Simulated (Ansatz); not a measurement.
# CoPdO2 (R-3m) in Ansatz: a series of runs

One crystal, CoPdO2, is run at these levels: PBE; tasks: band structure, single point, equation of state.

Everything below comes from runs of Ansatz 0.2.0. Logs are shortened: lines on timing, memory, paths and dates and some standing lists are left out, and cuts for length are marked.

**1. Starting point**

It takes space group R-3m (No. 166, trigonal). The conventional cell has a = 2.863 Å, b = 2.863 Å, c = 17.873 Å, α = 90.00°, β = 90.00°, γ = 120.00°. Pd (site symmetry -3m) is surrounded by 2 O at 2.01 Å. Around Co (site symmetry -3m) lie 6 O at 1.92 Å. O (site symmetry 3m) has 3 Co at 1.92 Å and 1 Pd at 2.01 Å as nearest neighbours.

The cell is a database's computed one.

**2. Band structure, PBE, collinear spin, ferromagnetic start**

The input, input.yaml:

```yaml
crystal:
  lattice:
    - [1.4316899074, 0.8265865534, 5.9577715763]
    - [-1.4316899074, 0.8265865534, 5.9577715763]
    - [0.0, -1.6531731068, 5.9577715763]
  atoms:
    - { symbol: Pd, position: [0.0, 0.0, 0.0] }
    - { symbol: Co, position: [0.5, 0.5, 0.5], spin: 2.0 }
    - { symbol: O, position: [0.112476, 0.112476, 0.112476] }
    - { symbol: O, position: [0.887524, 0.887524, 0.887524] }
hamiltonian:
  xc: pbe
  pseudopotentials: { kind: paw }
magnetization:
  spin_polarized: true
kpoints:
  mp_grid: { grid: [11, 11, 11] }
  band_path:
    path:
      - [[0.0, 0.0, 0.0], [0.5, 0.0, 0.0], [0.5, 0.1794993571, -0.1794993571]]
      - [[0.8205006429, 0.5, 0.1794993571], [0.5, 0.5, 0.5], [0.0, 0.0, 0.0], [0.3397496785, 0.0, -0.3397496785]]
      - [[0.6602503215, 0.3397496785, 0.0], [0.5, 0.5, 0.0], [0.6602503215, 0.6602503215, 0.1794993571], [0.5, 0.5, 0.5]]
      - [[0.5, 0.0, 0.0], [0.8205006429, 0.3397496785, 0.3397496785]]
    npoints: 14
scf:
  occupations: { method: fermi_dirac, width: 0.05 }
  n_extra_bands: 10
output:
  forces: true
  stress: true
  eigenvalues: true
  fatbands: false
```

Potentials or basis: Ansatz PAW.

On the command line:

```console
ansatz run input.yaml --threads 2 --pin off --max-ram 5632MiB --backend cpu --events-out ev --progress --plain --runs-dir out
```

The log of the run:

```text
Warning: RAYON_NUM_THREADS=2 ignored (pool sized by the plan → 2); use --threads N
basis.fft_grid_basis auto: the FFT boxes are laid along the combinations [[1, 0, -1], [0, 1, -1], [0, 0, 1]] of the cell's own vectors, 2.863, 2.863 and 6.183 Å long. The dense box has 20×20×45 points. Along the cell's own vectors, as sized, it would have 45×45×45, 5.06 times as many. Of the 12 symmetry operations that the crystal satisfies within crystal.symmetry.tolerance (time reversal apart; of a slab, those that keep its plane) the dense box along the cell's own vectors carries 12, and the one as laid loses 8 of those. basis.fft_grid_basis: typed keeps the cell's own vectors: state it where this run's energies or levels are differenced outside the engine with another run's, or held beside a run that keeps those vectors.
scf.n_extra_bands = 10 over 24 filled bands (N_el = 47.0): the run solves 34 bands
Engine: ansatz 0.2.0, aarch64-unknown-linux-gnu
Pseudopotentials: kind: paw
Pseudopotential: Pd, paw, valence charge 18, recommended cutoff 420 eV (normal), Pd.paw.azcp
Pseudopotential: Co, paw, valence charge 17, recommended cutoff 420 eV (normal), Co.paw.azcp
Pseudopotential: O, paw, valence charge 6, recommended cutoff 420 eV (normal), O.paw.azcp
Functional definition: PBE
  parameter kappa = 0.804
  parameter beta = 0.06672455060314922
  exchange = pbe_x(kappa = kappa, mu = beta*pi^2/3)
  correlation = pbe_c(beta = beta)
Crystal: 4 atoms, lattice volume = 42.303 Å³
Basis set: ecut = 420 eV, 829 PW (Γ), FFT grids on a1−a3, a2−a3, a3, exchange–correlation on 40×40×90 points (8 copies of the dense FFT grid, shifted against one another)
Bands: 34, of which v1, the nominal top of the filled ones, is band 24 counted from 1 (23 counted from 0)
Symmetry: 12 space group operations
Space group: R-3m (ITA 166), of the structure as read, at distance tolerance 3.5e-5 Å
Magnetic group: BNS 166.97 (UNI 1327), of the structure as read, at distance tolerance 3.5e-5 Å
k-points: 146 of 1331
Non-local potential: Pd, projectors of the file, l = 0: 2, l = 1: 2, l = 2: 2, l = 3: 1
Non-local potential: Co, projectors of the file, l = 0: 3, l = 1: 2, l = 2: 3, l = 3: 1
Non-local potential: O, projectors of the file, l = 0: 2, l = 1: 2, l = 2: 1
PAW form: soft (Blöchl's): semilocal exchange-correlation on the pseudo side does not see the compensation charge
[... 31 lines left out ...]
NSCF: frozen V_eff on 130 k-points
SCF converged after 17 iterations
Magnetization: 0.0000 μB (23.5000 up, 23.5000 down)
Absolute magnetization: 0.0000 μB (∫|ρ↑−ρ↓|, with the PAW one-centre terms)
Spin contamination: 0.0000 ħ² per cell (⟨S²⟩ above its minimum at these occupations)
Per-site moments (μB) at R_I (Å): [(3.6532447508410976e-7, 0.8292565658221992), (-8.005727649657814e-9, 0.7903550643110046), (-2.3948797845962804e-7, 0.7903550643110046), (-2.3948797849543784e-7, 0.7903550643110047)]
Free energy (F): -13232.311004 eV
Harris-Foulkes:  -13232.311004 eV  (|F-HF|=5.46e-11)
Internal energy: -13232.308615 eV  (E = F + TS)
E sigma→0 (E₀):  -13232.309810 eV
Entropy (-TS):   -0.002389 eV (-0.597 meV/atom)
Fermi energy:    14.130800 eV
--- Per-component energies (eV) ---
  E_band       = -514.657557
  E_kinetic    = 1311.241808
  E_local      = -6092.916818  (includes V_loc(G=0)·N_el)
  E_nonlocal   = 768.251707
  E_hartree    = 2491.401361
  E_xc         = -472.551426
  E_vxc        = -601.670001  (∫ρ·V_xc dr)
  E_paw        = -5578.109274  (= ΣΔE_a)
  E_vpaw       = -882.372128  (= ΣTr[D̂ρ^β])
  E_aug_tail   = 0.004983  (compensation charges beyond the density's cutoff)
  E_ewald      = -5659.630956
  E_smearing   = -0.002389  (= −TS)
  E_closure    = -0.000000  (closes the sum)
  Σ components = -13232.311004   (vs F -13232.311004, Δ=0.00e0)
--- Forces (eV/Å), atoms counted from 1 ---
  atom   1  Pd    -0.00000000     0.00000000    -0.00000000
  atom   2  Co     0.00000000     0.00000000     0.00000000
  atom   3  O      0.00000000     0.00000000     0.14796197
  atom   4  O      0.00000000    -0.00000000    -0.14796197
  max |Σ_I F_I| component: 5.55e-17 eV/Å
--- Stress (GPa, compression-positive) ---
       -0.926863       0.000000       0.000000
        0.000000      -0.926863      -0.000000
        0.000000      -0.000000      -1.197896
  P = ⅓ Tr σ = -1.0172 GPa (-10.172 kbar)
--- Band table (eV; the first three rows and the last of 292) ---
  k-point 0 ↑: bands = ["-81.1833", "-70.1417", "-44.4695", "-44.4695", "-44.4071", "-36.2476", "-35.5713", "-35.5713", "-6.5652", "-4.7241", "5.8682", "8.2869", "8.2869", "9.3526", "10.4238", "11.4796", "11.4796", "11.7950", "11.7950", "12.5975", "12.5975", "12.8458", "12.8458", "13.2949", "16.2971", "16.2971", "17.0960", "20.6271", "23.4087", "26.4094", "31.3941", "31.8114", "31.8114", "33.2542"]
  k-point 1 ↑: bands = ["-81.1828", "-70.1401", "-44.4747", "-44.4708", "-44.4063", "-36.2457", "-35.5873", "-35.5753", "-6.4732", "-4.7186", "5.9714", "8.0641", "8.3348", "9.5038", "10.6186", "11.0148", "11.1967", "11.7294", "11.9515", "12.5044", "12.6095", "12.9236", "13.0519", "13.3262", "16.0958", "16.2279", "17.2386", "21.0326", "23.6306", "26.7661", "30.8636", "31.0814", "32.0767", "32.9010"]
  k-point 2 ↑: bands = ["-81.1815", "-70.1358", "-44.4886", "-44.4741", "-44.4042", "-36.2406", "-35.6300", "-35.5859", "-6.2152", "-4.7075", "6.2519", "7.6523", "8.4646", "9.4965", "10.3965", "10.6988", "10.9181", "11.6490", "12.2175", "12.3481", "12.6011", "13.0389", "13.4078", "13.4298", "15.7010", "16.0664", "17.5247", "22.0093", "24.2336", "27.6852", "29.2655", "29.6570", "32.0451", "32.6882"]
  k-point 145 ↓: bands = ["-81.1828", "-70.1401", "-44.4747", "-44.4707", "-44.4063", "-36.2457", "-35.5873", "-35.5752", "-6.3196", "-4.9579", "7.1343", "7.8575", "8.4415", "9.0304", "9.7311", "10.4102", "10.7048", "11.7176", "11.9449", "12.6944", "12.7542", "13.3605", "13.5529", "13.8203", "15.7852", "15.9627", "18.3528", "19.9029", "23.8877", "26.4789", "30.5517", "32.3740", "32.5593", "32.7437"]
```

Run time: 27 s. Hardware: 2 threads of Arm Neoverse V1, shared host; peak memory 0.56 GiB.

What came out:

| Quantity | Value |
| --- | --- |
| Free energy | -13232.3110 eV |
| Pressure | -1.0 GPa |
| Largest force | 0.148 eV/Å |
| Band gap on the k mesh | none (metal or under the smearing width) |
| Net moment | 0.00 μB per cell |
| Absolute moment | 0.00 μB per cell |

Forces on the atoms (eV/Å):
```
Pd   0.000  0.000  0.000
Co   0.000  0.000  0.000
O    0.000  0.000  0.148
O    0.000  0.000 -0.148
```

Levels at the corners of the path, in eV from the Fermi level:
Spin up:
```csv
point,band 21,band 22,band 23,band 24,band 25,band 26
Γ,-1.53,-1.28,-1.28,-0.84,2.17,2.17
L,-0.86,-0.61,-0.22,0.91,1.41,1.76
B1,-1.12,-0.97,-0.55,0.58,1.43,1.81
B,-1.12,-0.97,-0.55,0.58,1.43,1.81
Z,-1.41,-0.64,-0.64,-0.39,1.88,1.88
Γ,-1.53,-1.28,-1.28,-0.84,2.17,2.17
X,-1.12,-0.97,-0.53,0.56,1.44,1.78
Q,-1.12,-0.97,-0.53,0.56,1.44,1.78
F,-0.86,-0.67,-0.22,0.27,2.06,2.15
P1,-0.86,-0.67,-0.23,0.37,1.98,2.01
Z,-1.41,-0.64,-0.64,-0.39,1.88,1.88
L,-0.86,-0.61,-0.22,0.91,1.41,1.76
P,-0.86,-0.67,-0.23,0.37,1.98,2.01
```
Spin down:
| point | band 20 | band 21 | band 22 | band 23 | band 24 | band 25 | band 26 | band 27 |
| --- | --- | --- | --- | --- | --- | --- | --- | --- |
| Γ | -1.53 | -1.53 | -1.28 | -1.28 | -0.84 | 2.17 | 2.17 | 2.97 |
| L | -1.18 | -0.86 | -0.61 | -0.22 | 0.91 | 1.41 | 1.76 | 3.63 |
| B1 | -1.77 | -1.12 | -0.97 | -0.55 | 0.58 | 1.43 | 1.81 | 7.18 |
| B | -1.77 | -1.12 | -0.97 | -0.55 | 0.58 | 1.43 | 1.81 | 7.18 |
| Z | -1.41 | -1.41 | -0.64 | -0.64 | -0.39 | 1.88 | 1.88 | 4.19 |
| Γ | -1.53 | -1.53 | -1.28 | -1.28 | -0.84 | 2.17 | 2.17 | 2.97 |
| X | -1.77 | -1.12 | -0.97 | -0.53 | 0.56 | 1.44 | 1.78 | 7.46 |
| Q | -1.77 | -1.12 | -0.97 | -0.53 | 0.56 | 1.44 | 1.78 | 7.46 |
| F | -1.37 | -0.86 | -0.67 | -0.22 | 0.27 | 2.06 | 2.15 | 3.65 |
| P1 | -1.36 | -0.86 | -0.67 | -0.23 | 0.37 | 1.98 | 2.01 | 3.61 |
| Z | -1.41 | -1.41 | -0.64 | -0.64 | -0.39 | 1.88 | 1.88 | 4.19 |
| L | -1.18 | -0.86 | -0.61 | -0.22 | 0.91 | 1.41 | 1.76 | 3.63 |
| P | -1.36 | -0.86 | -0.67 | -0.23 | 0.37 | 1.98 | 2.01 | 3.61 |

Caveat: the starting moments collapsed, and a magnetic state may lie lower; the pressure holds a Pulay correction of +0.7 GPa for the finite cutoff; semilocal functionals often make such compounds metallic where correlation or magnetic order opens a gap, which also shifts bond lengths; the starting moments weren't kept. With open d or f shells a metallic result of PBE can be an artefact of self-interaction; +U or a hybrid may open a gap.

**3. Single point, PBE, collinear spin, ferromagnetic start, 9.94 Å³/atom (volume scaled by 0.94)**

The input, input.yaml:

```yaml
crystal:
  lattice:
    - [1.4024635453, 0.8097127054, 5.836150275]
    - [-1.4024635453, 0.8097127054, 5.836150275]
    - [0.0, -1.6194254107, 5.836150275]
  atoms:
    - { symbol: Pd, position: [0.0, 0.0, 0.0] }
    - { symbol: Co, position: [0.5, 0.5, 0.5], spin: 2.0 }
    - { symbol: O, position: [0.112476, 0.112476, 0.112476] }
    - { symbol: O, position: [0.887524, 0.887524, 0.887524] }
hamiltonian:
  xc: pbe
  pseudopotentials: { kind: paw }
magnetization:
  spin_polarized: true
kpoints:
  mp_grid: { grid: [11, 11, 11] }
scf:
  occupations: { method: fermi_dirac, width: 0.05 }
output:
  forces: true
  stress: true
  eigenvalues: true
```

Potentials or basis: Ansatz PAW.

On the command line:

```console
ansatz run input.yaml --threads 2 --pin off --max-ram 5632MiB --backend cpu --events-out ev --progress --plain --runs-dir out
```

The log of the run:

```text
Warning: RAYON_NUM_THREADS=2 ignored (pool sized by the plan → 2); use --threads N
basis.fft_grid_basis auto: the FFT boxes are laid along the combinations [[1, 0, -1], [0, 1, -1], [0, 0, 1]] of the cell's own vectors, 2.805, 2.805 and 6.057 Å long. The dense box has 20×20×45 points. Along the cell's own vectors, as sized, it would have 45×45×45, 5.06 times as many. Of the 12 symmetry operations that the crystal satisfies within crystal.symmetry.tolerance (time reversal apart; of a slab, those that keep its plane) the dense box along the cell's own vectors carries 12, and the one as laid loses 8 of those. basis.fft_grid_basis: typed keeps the cell's own vectors: state it where this run's energies or levels are differenced outside the engine with another run's, or held beside a run that keeps those vectors.
[... 10 set-up lines as earlier in the session ...]
Crystal: 4 atoms, lattice volume = 39.765 Å³
Basis set: ecut = 420 eV, 787 PW (Γ), FFT grids on a1−a3, a2−a3, a3, exchange–correlation on 40×40×90 points (8 copies of the dense FFT grid, shifted against one another)
Bands: 30, of which v1, the nominal top of the filled ones, is band 24 counted from 1 (23 counted from 0)
[... 1 set-up line as earlier in the session ...]
Space group: R-3m (ITA 166), of the structure as read, at distance tolerance 3.4e-5 Å
Magnetic group: BNS 166.97 (UNI 1327), of the structure as read, at distance tolerance 3.4e-5 Å
k-points: 146 of 1331
[... 4 set-up lines as earlier in the session ...]
PAW one-centre angular grid: Pd, 590 points (default); XC on 64 Gauss nodes
PAW one-centre angular grid: Co, 590 points (default); XC on 64 Gauss nodes
PAW one-centre angular grid: O, 110 points (default); XC on 64 Gauss nodes
Initial density: superposition of atomic densities (chi_scale 0.1, normalization cell, long waves kept (reshape's long-wave potential 0.31 eV rms))
Starting moments: Σ|m| = 2 μB on 1 of 4 sites
Initial wavefunctions: pseudopotential atomic-orbital guess
Functional: x = pbe(κ = 0.804, μ = 0.2195149727645171), c = pbe(β = 0.06672455060314922)
[... 15 lines left out ...]
SCF iter  12: F=—  HF=-13232.215517 eV  |F-HF|=—  |Δ(HF+E_count)|=   3.89e-4  Δρ=3.49e-5 (↑3.46e-5 ↓3.49e-5)  dr2=2.64e-6  dr2_m=3.96e-9  M=0.000 μB ∫|m|=0.000 μB  β_m=0.58  ethr=2.89e-8  ⟨swp⟩=2.1  Hψ=13065  notcnv=0  defer=398
SCF iter  13: F=—  HF=-13232.215517 eV  |F-HF|=—  |Δ(HF+E_count)|=   3.28e-7  Δρ=2.21e-5 (↑2.21e-5 ↓1.92e-5)  dr2=7.83e-7  dr2_m=5.92e-9  M=0.000 μB ∫|m|=0.000 μB  β_m=0.48  ethr=5.63e-9  ⟨swp⟩=2.1  Hψ=11246  notcnv=0  defer=398
SCF iter  14: F=—  HF=-13232.215517 eV  |F-HF|=—  |Δ(HF+E_count)|=   4.04e-8  Δρ=9.41e-6 (↑9.41e-6 ↓7.89e-6)  dr2=1.38e-7  dr2_m=1.68e-9  M=0.000 μB ∫|m|=0.000 μB  β_m=0.66  ethr=1.67e-9  ⟨swp⟩=1.0  Hψ=8760  notcnv=0  defer=398
SCF iter  15: F=—  HF=-13232.215517 eV  |F-HF|=—  |Δ(HF+E_count)|=   4.65e-9  Δρ=2.35e-6 (↑2.35e-6 ↓2.28e-6)  dr2=6.17e-9  dr2_m=1.04e-10  M=0.000 μB ∫|m|=0.000 μB  β_m=0.60  ethr=2.95e-10  ⟨swp⟩=1.7  Hψ=9006  notcnv=0  defer=398
SCF iter  16: F=-13232.215517 eV  HF=-13232.215517 eV  |F-HF|=1.08e-8  |Δ(HF+E_count)|=  1.71e-10  Δρ=2.78e-6 (↑2.78e-6 ↓2.73e-6)  dr2=1.17e-8  dr2_m=1.73e-11  M=0.000 μB ∫|m|=0.000 μB  ethr=1.31e-11  ⟨swp⟩=7.3  Hψ=31670  notcnv=0
SCF 1 converged in 16 iterations: F = -13232.215517 eV  dr2 = 1.17e-8
WARN: the starting moments were not kept: the SCF closed with an absolute magnetisation of 4.0e-6 μB, where they sum to 2 μB in size (1 site). That is at most 0.1 of that sum. Measured as dr2_m measures the in/out step, that magnetisation stands 7.9e-12 eV from none, at or under the dr2_threshold of 1.0e-7 eV: it is no larger than a step whose dr2_m would equal this threshold. The system may hold no moment; this SCF shows only that its start led to no more than that. To try another start: raise the starting moments (crystal.atoms[].spin, magnetization.per_species, magnetization.initial_magnetization, or on a non-collinear deck that types none of these the spinor_matrix: blocks that start its atoms; where the total moment is fixed, keep their sum and leave initial_magnetization as it is; typed ones take the place of any that the run laid by itself, positive ones on a crystal's lanthanoids without a Hubbard term where scf.initial_density.shell_occupations: [] is typed) or, if the notice of its spin-set hold's release reads "site moments contracting" or "site moments show no strong build", lengthen the hold (scf.mixing.spin_hold: { on: { confirm: 4 } }; for m-r²SCAN on two components see the key's manual first). Each may lead to a state that holds a moment. A second SCF, from the converged charge density, with the starting moments and any scf.initial_density.shell_occupations laid on it anew, would have followed, and was not run: the deck does not ask for one (magnetization.retry_lost_moments is false, the default). To let it run, set magnetization.retry_lost_moments: true and run the deck again, where that key's refused combinations let it; where memory then withholds it, that run's warning says so.
SCF converged after 16 iterations
Magnetization: 0.0000 μB (23.5000 up, 23.5000 down)
Absolute magnetization: 0.0000 μB (∫|ρ↑−ρ↓|, with the PAW one-centre terms)
Spin contamination: 0.0000 ħ² per cell (⟨S²⟩ above its minimum at these occupations)
Per-site moments (μB) at R_I (Å): [(5.2910749597231945e-8, 0.8123282124344887), (9.541209179659077e-7, 0.7742208419569915), (-4.583590941692737e-7, 0.7742208419569915), (-4.58359094142452e-7, 0.7742208419569915)]
Free energy (F): -13232.215517 eV
Harris-Foulkes:  -13232.215517 eV  (|F-HF|=1.08e-8)
Internal energy: -13232.213409 eV  (E = F + TS)
E sigma→0 (E₀):  -13232.214463 eV
Entropy (-TS):   -0.002108 eV (-0.527 meV/atom)
Fermi energy:    15.480906 eV
--- Per-component energies (eV) ---
  E_band       = -462.027999
  E_kinetic    = 1317.458292
  E_local      = -5914.607153  (includes V_loc(G=0)·N_el)
  E_nonlocal   = 768.778116
  E_hartree    = 2427.268753
  E_xc         = -474.441537
  E_vxc        = -604.293169  (∫ρ·V_xc dr)
  E_paw        = -5579.101111  (= ΣΔE_a)
  E_vpaw       = -883.912123  (= ΣTr[D̂ρ^β])
  E_aug_tail   = 0.004949  (compensation charges beyond the density's cutoff)
  E_ewald      = -5777.573717
  E_smearing   = -0.002108  (= −TS)
  E_closure    = -0.000000  (closes the sum)
  Σ components = -13232.215517   (vs F -13232.215517, Δ=0.00e0)
--- Forces (eV/Å), atoms counted from 1 ---
  atom   1  Pd     0.00000000     0.00000000     0.00000000
  atom   2  Co     0.00000000    -0.00000000     0.00000000
  atom   3  O      0.00000000    -0.00000000    -0.07962751
  atom   4  O      0.00000000     0.00000000     0.07962751
  max |Σ_I F_I| component: 3.29e-32 eV/Å
--- Stress (GPa, compression-positive) ---
       12.616995       0.000000       0.000000
        0.000000      12.616995       0.000000
        0.000000       0.000000      16.627815
  P = ⅓ Tr σ = 13.9539 GPa (139.539 kbar)
--- Band table (eV; the first three rows and the last of 292) ---
  k-point 0 ↑: bands = ["-79.9157", "-68.9685", "-43.2082", "-43.2082", "-43.1451", "-35.0990", "-34.3681", "-34.3681", "-5.7964", "-3.7284", "6.6320", "9.1792", "9.1792", "10.2964", "11.5221", "12.6357", "12.6357", "12.9250", "12.9250", "13.8163", "13.8163", "14.0978", "14.0978", "14.5921", "17.8522", "17.8522", "18.8187", "22.0772", "25.3532", "27.9932"]
  k-point 1 ↑: bands = ["-79.9150", "-68.9664", "-43.2150", "-43.2098", "-43.1440", "-35.0965", "-34.3883", "-34.3731", "-5.6938", "-3.7238", "6.7431", "8.9393", "9.2321", "10.4602", "11.7325", "12.1347", "12.3243", "12.8533", "13.0988", "13.7166", "13.8331", "14.1796", "14.3232", "14.6271", "17.6376", "17.7756", "18.9520", "22.5124", "25.5835", "28.3808"]
  k-point 2 ↑: bands = ["-79.9132", "-68.9606", "-43.2333", "-43.2141", "-43.1412", "-35.0899", "-34.4423", "-34.3864", "-5.4054", "-3.7154", "7.0450", "8.4956", "9.3750", "10.4850", "11.4406", "11.7841", "12.0431", "12.7660", "13.4008", "13.5358", "13.8246", "14.3080", "14.7161", "14.7422", "17.2236", "17.5964", "19.2136", "23.5487", "26.2045", "29.3655"]
  k-point 145 ↓: bands = ["-79.9150", "-68.9664", "-43.2150", "-43.2098", "-43.1440", "-35.0967", "-34.3883", "-34.3731", "-5.5123", "-4.0163", "8.0081", "8.7416", "9.3479", "10.0024", "10.7344", "11.4736", "11.7856", "12.8381", "13.0906", "13.9212", "13.9886", "14.6735", "14.8841", "15.1740", "17.2932", "17.4752", "20.0308", "21.5100", "25.4834", "28.4266"]
```

Run time: 18 s. Hardware: 2 threads of Arm Neoverse V1, shared host; peak memory 0.53 GiB.

Results:

- Free energy: -13232.2155 eV
- Pressure: 14.0 GPa
- Largest force: 0.080 eV/Å
- Band gap on the k mesh: none (metal or under the smearing width)
- Net moment: 0.00 μB per cell
- Absolute moment: 0.00 μB per cell

Caveat: the starting moments collapsed, and a magnetic state may lie lower; the pressure holds a Pulay correction of +0.7 GPa for the finite cutoff; semilocal functionals often make such compounds metallic where correlation or magnetic order opens a gap, which also shifts bond lengths; the starting moments weren't kept.

(Continued in part 2 of 2.)
